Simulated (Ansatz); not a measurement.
The cell is a database entry far from equilibrium at this level of theory, probably a faulty or high-pressure entry; it serves as a test geometry alone.

Mg: DFT, PBE, all-electron LAPW, scalar-relativistic (Ansatz 0.2.0). What sets it apart from a plain run of this crystal: plane-wave cutoff typed as 220 eV.

Command: `ansatz run input.yaml --threads 1 --pin off --max-ram 2048MiB --backend cpu --events-out ev --progress --plain --runs-dir out` The run took 4.2 s on 1 thread of Intel(R) Xeon(R) 6975P-C (Granite Rapids), with other jobs on the host, peak memory 0.31 GiB.

```yaml
crystal:
  lattice:
    - [-1.4765, 1.4765, 1.4765]
    - [1.4765, -1.4765, 1.4765]
    - [1.4765, 1.4765, -1.4765]
  atoms:
    - { symbol: Mg, position: [0.0, 0.0, 0.0] }
kpoints:
  mp_grid: { grid: [19, 19, 19] }
scf:
  occupations: { method: fermi_dirac, width: 0.03 }
hamiltonian:
  xc: pbe
  pseudopotentials: { kind: all_electron, lapw: { basis_error: 0.0005 } }
output:
  forces: true
  stress: true
  eigenvalues: true
basis:
  ecutwfc: 220
```

Output (standing set-up lines are left out):

```
LAPW: plane waves up to 7.599 Å⁻¹, error target 5.0e-4 eV per atom; small_component_spin mean_spin; the cutoff is typed (target and bands ask for 218.1 eV, largest radius times wave number 9.7, largest estimated error of a free atom 2.3e-4 eV); Mg in spheres of 1.279 Å, 10 of its electrons in bands, Dirac shells []
Basis set: ecut = 220.00000000000003 eV, 87 PW (Γ), exchange–correlation at level 2
SCF iter   1: F=—  HF=-5450.152063 eV  |F-HF|=—  |Δ(HF+E_count)|=         —  Δρ=1.49e-2  dr2=1.78e-2  ethr=1.78e-4  ⟨swp⟩=3.4  Hψ=15812  notcnv=0
preconditioner: auto → none  [metal: Δε(μ)=0.017 eV  Ē_g=14.311 eV  σ=0.030 eV  W_gap=0.14  n_scr=0 (ndim 8)  ℏωp=14.6 eV  f_vac=0.000  D(μ)=0.33/eV (n_scr^D=0)]
SCF iter   2: F=—  HF=-5450.140512 eV  |F-HF|=—  |Δ(HF+E_count)|=   1.16e-2  Δρ=7.23e-3  dr2=4.21e-3  ethr=1.78e-4  ⟨swp⟩=2.0  Hψ=5269  notcnv=0
iter 3 solved again at ethr=1.20e-8 eV; its pass at ethr=4.21e-5 eV (dr2=1.20e-6 eV) is discarded
SCF iter   3: F=—  HF=-5450.137585 eV  |F-HF|=—  |Δ(HF+E_count)|=   2.93e-3  Δρ=1.28e-4  dr2=1.21e-6  ethr=1.20e-8  ⟨swp⟩=2.8  Hψ=9539  notcnv=0
SCF iter   4: F=—  HF=-5450.137551 eV  |F-HF|=—  |Δ(HF+E_count)|=   3.39e-5  Δρ=2.52e-5  dr2=3.74e-8  ethr=1.20e-8  ⟨swp⟩=2.0  Hψ=4984  notcnv=0
SCF iter   5: F=-5450.137551 eV  HF=-5450.137551 eV  |F-HF|=4.53e-9  |Δ(HF+E_count)|=   2.49e-7  Δρ=3.04e-6  dr2=6.21e-10  ethr=3.74e-10  ⟨swp⟩=2.5  Hψ=5109  notcnv=0
SCF 1 converged in 5 iterations: F = -5450.137551 eV  dr2 = 6.21e-10
SCF converged after 5 iterations
Free energy (F): -5450.137551 eV
Harris-Foulkes:  -5450.137551 eV  (|F-HF|=4.53e-9)
Internal energy: -5450.136569 eV  (E = F + TS)
E sigma→0 (E₀):  -5450.137060 eV
Entropy (-TS):   -0.000982 eV (-0.982 meV/atom)
Fermi energy:    11.511414 eV
--- Per-component energies (eV) ---
  E_band       = -298.367970
  E_kinetic    = 5472.330493
  E_xc         = -450.907410
  E_electrostatic = -10471.559652  (all electrons and nuclei)
  E_smearing   = -0.000982  (= −TS)
  E_closure    = 0.000000  (closes the sum)
  E_atoms      = -5449.889430  (free atoms, spherical and without spin; not in F)
  Σ components = -5450.137551   (vs F -5450.137551, Δ=0.00e0)
  Basis errors (estimates in eV, not in F): energy 1.3e-4 per atom: plane waves 1.2e-4 (6.3e-5 summed), levels above the bands 1.1e-229, relativity 2.8e-9, radial functions 8.0e-6, core shells 5.9e-15; eigenvalues (radial functions only) 4.3e-5; not estimated: angular momenta, meshes, grids; target (lapw.basis_error) 5.0e-4; muffin-tin radii Mg 1.279 Å
--- Forces (eV/Å), atoms counted from 1 ---
  atom   1  Mg    -0.00000000     0.00000000     0.00000000
  max |Σ_I F_I| component: 1.44e-31 eV/Å
--- Stress (GPa, compression-positive) ---
       62.570720      -0.000000       0.000000
       -0.000000      62.570720      -0.000000
        0.000000      -0.000000      62.570720
  P = ⅓ Tr σ = 62.5707 GPa (625.707 kbar)
--- Band table (eV; the first three rows and the last of 220) ---
  k-point 0: bands = ["-64.1593", "-30.7714", "-30.7714", "-30.7714", "1.6224", "28.9074", "28.9074", "28.9074", "31.6435"]
  k-point 1: bands = ["-64.1581", "-30.7788", "-30.7737", "-30.7715", "1.7200", "27.9870", "28.3578", "28.7928", "30.6979"]
  k-point 2: bands = ["-64.1545", "-30.7998", "-30.7801", "-30.7716", "2.0112", "25.7394", "27.2598", "28.4943", "29.9345"]
  k-point 219: bands = ["-64.0810", "-30.9519", "-30.9505", "-30.9505", "14.8124", "15.4236", "17.6308", "17.6308", "18.1416"]
```
